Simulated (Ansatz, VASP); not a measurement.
# Two plane-wave programs on K2Nb2O

```
K Nb O
1.0
     4.29799    0.00000    0.00000
    -2.14900    3.72217    0.00000
     0.00000    0.00000   10.18245
K Nb O
2 2 1
Cartesian
  0.0000 0.0000 7.3721
  0.0000 0.0000 2.8103
  0.0000 2.4814 0.0000
  2.1490 1.2407 0.0000
  0.0000 0.0000 0.0000
```

Alike in both runs: functional PBE; k mesh 6 × 6 × 2; occupations gaussian, width 0.1 eV; no spin polarisation.

Ansatz relaxed the structure, and its values are those at the end. VASP's run is a single point on that final structure, the one shown.

```csv
,VASP,Ansatz
version,VASP 6.6.1,Ansatz 0.2.0
potentials or method,"VASP PAW PBE potentials, release 64 (K_sv, Nb_sv, O)","scalar-relativistic, plane waves, PAW"
plane-wave cutoff (eV),520,420
valence electrons in the cell,50,50
```

|  | VASP | Ansatz | Ansatz less VASP |
| --- | --- | --- | --- |
| gap on the k mesh at the Fermi level (eV) | none | none | - |
| pressure (GPa) | 0.0 | 0.0 | +0.01 |
| rms of the force components (eV/Å) | 0.007 | 0.004 | -0.0038 |

A gap of «none» marks a metal or a gap that the smearing closes.
